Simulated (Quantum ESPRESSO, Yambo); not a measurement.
Planning a run of Yambo 5.3.0 on SiC (P6_3mc). The input:

```
optics
chi
dipoles
Chimod= "HARTREE"
% QpntsRXd
 1 | 1 |
%
% BndsRnXd
 1 | 92 |
%
NGsBlkXd= 3 Ry
% EnRngeXd
 0 | 30 | eV
%
% DmRngeXd
 1.0 | 1.0 | eV
%
ETStpsXd= 301
% LongDrXd
 1 | 0 | 0 |
%
```

```sh
OMP_NUM_THREADS=1 mpirun -n 4 yambo -F optics10.in -J optics10 -C optics10 > optics10.log
```

The stored states that it reads are on a 6×6×2 mesh. Symmetry: P6_3mc, No. 186, hexagonal system. Conventional cell: a = 3.076 Å, b = 3.076 Å, c = 10.071 Å, α = 90.00°, β = 90.00°, γ = 120.00°. Si has 4 C at 1.88 to 1.89 Å nearest. Nearest to Si lie 4 C at 1.88 to 1.89 Å. Nearest to C lie 4 Si at 1.88 to 1.89 Å. C has 4 Si at 1.88 to 1.89 Å nearest. Farther neighbours are not listed.

**Question.** Estimate wall time and host memory on 4 MPI ranks of Arm Neoverse V1, shared host.

It took 16 s; on shared hardware allow 7.8 s to 31 s. Peak host memory was 1.8 GiB.

[Paths, hosts, dates, memory and timing lines, banners, echoed tables and standing remarks are left out of the program output.]

[Logs are printed without paths, hosts, clocks, repeated set-up lines and the standing remarks that a program may print on its own settings, such as how far it seeks lower states.]

[Runs of the session that timed out or met a known fault of the program may be left out.]

[Hosts, paths, dates, database ids (printed as entryN), source tags and the programs' standing remarks are cut or masked in the printed files.]
